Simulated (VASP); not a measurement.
**HfC: single point with PBE**

HfC:

```
Hf C
1.0
     3.34287    0.00000    0.00000
    -1.67143    2.89501    0.00000
     0.00000    0.00000    5.20271
Hf C
2 2
Direct
  0.33333 0.66667 0.25000
  0.66667 0.33333 0.75000
  0.00000 0.00000 0.50000
  0.00000 0.00000 0.00000
```

The cell comes from a database or a generator and needn't be the stable form of this composition.

```
Program                : VASP 6.6.1
Task                   : single point
Functional             : PBE
Potentials or basis    : VASP PAW PBE potentials, release 64 (Hf_sv_GW, C_GW)
Cutoff                 : 500 eV
k mesh                 : 5 × 5 × 3
Occupations            : gaussian, width 0.02 eV
Spin                   : no spin polarisation
Further INCAR settings : ALGO = Normal; EDIFF = 1e-07; NBANDS = 24
```

```
Pressure               : -1.0 GPa
Band gap on the k mesh : none (metal or under the smearing width)
```

Stress tensor (GPa, compression positive):
```
-2.40  0.00  0.00
 0.00 -2.40  0.00
 0.00  0.00  1.83
```

Levels at points of the mesh, in eV from the Fermi level:
| k point | band 12 | band 13 | band 14 | band 15 | band 16 | band 17 | band 18 | band 19 | band 20 | band 21 |
| --- | --- | --- | --- | --- | --- | --- | --- | --- | --- | --- |
| (0.00, 0.00, 0.00) | -3.09 | -3.09 | -1.17 | -1.17 | 1.05 | 1.47 | 1.47 | 1.93 | 1.93 | 2.34 |

Wall time 25 s on 1 thread of Intel(R) Xeon(R) Platinum 8259CL CPU @ 2.50GHz (Skylake/Cascade Lake), with other jobs on the host, peak memory 0.16 GiB.

Caveat: the k mesh is coarse (spacing up to 0.43 Å⁻¹), so the values aren't converged; the cutoff is under 1.25 times the usual one of these potentials, so pressure, stress and relaxed cells hold a basis-set (Pulay) error. Spin-orbit coupling is left out, which matters for the levels of Hf.
